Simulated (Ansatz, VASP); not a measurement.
## P in VASP and in Ansatz

The input POSCAR:

```
P
1.0
   -1.6915100431      2.5151650373      1.8589441358
    1.6915100431     -2.5151650373      1.8589441358
    1.6915100431      2.5151650373     -1.8589441358
P
2
Direct
    0.8033091100      0.0533091100      0.7500000000
    0.1966908900      0.9466908900      0.2500000000
```

INCAR.step1

```
SYSTEM = P
PREC = Accurate
ENCUT = 520
ISMEAR = 0
SIGMA = 0.1
LREAL = .False.
LASPH = .True.
NELM = 80
NBANDS = 12
GGA = PE
ALGO = Normal
EDIFF = 1E-4
LWAVE = .True.
LCHARG = .False.
```

INCAR.step2

```
SYSTEM = P
PREC = Accurate
ENCUT = 520
EDIFF = 1E-7
ISMEAR = 0
SIGMA = 0.1
LREAL = .False.
LASPH = .True.
NELM = 80
ALGO = Normal
ISIF = 2
LWAVE = .False.
LCHARG = .True.
METAGGA = R2SCAN
LMIXTAU = .True.
LELF = .True.
LVHAR = .True.
NBANDS = 12
ISTART = 1
```

KPOINTS

```
regular mesh
0
Gamma
  10 10 10
  0 0 0
```

Input for Ansatz:

```yaml
crystal:
  lattice:
    - [-1.6915100431, 2.5151650373, 1.8589441358]
    - [1.6915100431, -2.5151650373, 1.8589441358]
    - [1.6915100431, 2.5151650373, -1.8589441358]
  atoms:
    - { symbol: P, position: [0.80330911, 0.05330911, 0.75] }
    - { symbol: P, position: [0.19669089, 0.94669089, 0.25] }
basis:
  ecutwfc: 500
kpoints:
  mp_grid: { grid: [10, 10, 10] }
hamiltonian:
  xc: r2scan
scf:
  occupations: { method: gaussian, width: 0.1 }
output:
  forces: true
  stress: true
  eigenvalues: true
```

Alike in both runs: task single point; functional r2SCAN; k mesh 10 × 10 × 10; occupations gaussian, width 0.1 eV; no spin polarisation.

```csv
,VASP,Ansatz
version,VASP 6.6.1,Ansatz 0.2.0
potentials or method,"VASP PAW PBE potentials, release 64 (P)","scalar-relativistic, plane waves, PAW"
plane-wave cutoff (eV),520,500
valence electrons in the cell,10,10
```

VASP gave:

```
gap on the k mesh at the Fermi level (eV)       : none
pressure (GPa)                                  : 1.1
largest component of the traceless stress (GPa) : 0.15
rms of the force components (eV/Å)              : 0.034
```

**Question.** Estimate Ansatz's values.

**Answer.** gap on the k mesh at the Fermi level (eV): none; pressure (GPa): 1.7; largest component of the traceless stress (GPa): 0.27; rms of the force components (eV/Å): 0.091.

Atom by atom the forces differ by 0.057 eV/Å (rms over components). A gap of «none» marks a metal or a gap that the smearing closes. With one functional, cell and mesh, what is left measures potentials, basis and numerics.

Caveats: the PAW data sets were made with another functional, which shifts forces and pressure a little (VASP).
